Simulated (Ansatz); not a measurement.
# ZrS₂ (P-3m1), stationary points along a deformation path

Method: Ansatz, DFT PBEsol, scalar-relativistic, plane waves, PAW. Cutoff 420 eV, Γ-centred 12×12×6 k-points, Gaussian smearing of 0.05 eV. No spin polarisation. Energies are free energies at this smearing, counted from the undisturbed cell; pressure is positive in compression.

The undisturbed cell (as given, not relaxed at this level; it stands at -0.4 GPa):

```yaml
crystal:
  lattice:
    - [3.63000, 0.00000, 0.00000]
    - [-1.81500, 3.14367, 0.00000]
    - [0.00000, 0.00000, 5.85000]
  atoms:
    - { symbol: Zr, position: [0.00000, 0.00000, 0.00000] }
    - { symbol: S, position: [0.33333, 0.66667, 0.24920] }
    - { symbol: S, position: [0.66667, 0.33333, 0.75080] }
```

The cell holds layers and no dispersion correction was added, so their binding is poorly described.

At fixed volume and fractional coordinates, lengths along (0.000, 0.000, 1.000) are scaled against those across it; ρ is that ratio over its starting value. V = 22.252 Å³/atom. Δσ is the stress along the axis less the mean stress across it (compression positive).

| ρ | ΔE (meV/atom) | Δσ (GPa) | space group |
| --- | --- | --- | --- |
| 0.800 | 147.1 | 13.00 | P-3m1 |
| 0.850 | 81.8 | 10.18 | P-3m1 |
| 0.920 | 23.0 | 5.73 | P-3m1 |
| 0.960 | 5.8 | 2.97 | P-3m1 |
| 1.000 | 0.0 | 0.05 | P-3m1 |
| 1.050 | 8.3 | -3.80 | P-3m1 |
| 1.100 | 33.4 | -7.91 | P-3m1 |
| 1.200 | 129.6 | -15.98 | P-3m1 |
| 1.300 | 271.2 | -22.92 | P-3m1 |

Task: How does the stress give the slope of the energy, and where is the energy stationary?

Result: Along the path d ln(length) is 2/3 d ln ρ on the axis and −1/3 d ln ρ across it, so dE/d ln ρ = −(2/3) V Δσ: the energy falls with ρ where Δσ is positive. Δσ vanishes or changes sign between ρ = 1.000 and 1.050, a minimum (near 1.00 by linear interpolation). Pairs of stationary points between two samples would go unseen, and could change a minimum read from distant neighbours into a maximum.

Task: Integrate that slope from ρ = 1 to 1.200 by the trapezoid rule.

Result: With V/N in Å³ and 1 eV/Å³ = 160.2 GPa the slopes at ρ = 1.000, 1.050, 1.100, 1.200 are -5, 352, 733, 1480 meV/atom per unit of ln ρ. The steps add 8.5 + 25.2 + 96.3 = 130.0 meV/atom, against 129.6 from the energies; the trapezoid rule misses the curvature of the slope within each step.

Forces appear on the atoms along this scan, and letting them relax would lower the energy and soften the response. The gap closes along the scan, which can put kinks into the curve.

Cost: 9 runs of about 0.78 core-minutes in all, on Arm Neoverse V2 (shared hosts).